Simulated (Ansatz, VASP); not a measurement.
## Ge in VASP and in Ansatz

```
Ge
1.0
     2.64351    0.00000    0.00000
     0.00000    2.64351    0.00000
     0.00000    0.00000    2.64351
Ge
1
Direct
  0.00000 0.00000 0.00000
```

Change from the starting cell: volume scaled by 1, PAW files.

Alike in both runs: task single point; functional LDA; k mesh 15 × 15 × 15; occupations fermi-dirac, width 0.08 eV; no spin polarisation.

```csv
,VASP,Ansatz
version,VASP 6.6.1,Ansatz 0.2.0
potentials or method,"VASP PAW LDA potentials, release 64 (Ge_d)","PAW with Ansatz's default frozen-core files, scalar-relativistic"
plane-wave cutoff (eV),520,420
valence electrons in the cell,14,14
```

```csv
,VASP,Ansatz,Ansatz less VASP
pressure (GPa),0.0,0.0,-0.03
```
